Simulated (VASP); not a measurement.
The system is Nb.

```
Nb
1.0
     3.86402    0.00000    0.00000
     0.00000    3.86402    0.00000
     0.00000    0.00000    3.86402
Nb
3
Direct
  0.50000 0.00000 0.00000
  0.00000 0.50000 0.00000
  0.00000 0.00000 0.50000
```

The cell was built by a generator and needn't be a form met in nature.

The cell isn't the ideal one: random cell by space group and Wyckoff sites (Pm-3m, No. 221).

| Property | Result |
| --- | --- |
| Program | VASP 6.6.1 |
| Task | relaxation of cell and atoms |
| Functional | PBE |
| Potentials or basis | VASP PAW PBE potentials, release 64 (Nb_sv) |
| Cutoff | 600 eV |
| k mesh | 4 × 4 × 4 |
| Occupations | gaussian, width 0.1 eV |
| Spin | no spin polarisation |

At the start: pressure 13.4 GPa; volume 19.23 Å³/atom.

Problem. How do energy, volume and symmetry change on relaxing?

Solution. Over 4 steps the energy falls by 70.6 meV/atom and the volume is 21.06 Å³/atom (+9.5 %); space group Pm-3m (No. 221, to 0.05 Å).

Step by step:
| step | energy change (eV) | largest force (eV/Å) | pressure (GPa) | volume (Å³) |
| --- | --- | --- | --- | --- |
| 1 | 0.0000 | 0.0000 | 13.44 | 57.69 |
| 2 | 0.1912 | 0.0000 | -12.76 | 72.24 |
| 3 | -0.2114 | 0.0000 | -0.41 | 63.36 |
| 4 | -0.2117 | 0.0000 | -0.06 | 63.17 |

Final structure:
```
Nb
1.0
     3.98263    0.00000    0.00000
     0.00000    3.98263    0.00000
     0.00000    0.00000    3.98263
Nb
3
Direct
  0.50000 0.00000 0.00000
  0.00000 0.50000 0.00000
  0.00000 0.00000 0.50000
```

Caveat: the k mesh is coarse (spacing up to 0.41 Å⁻¹), so the values aren't converged.
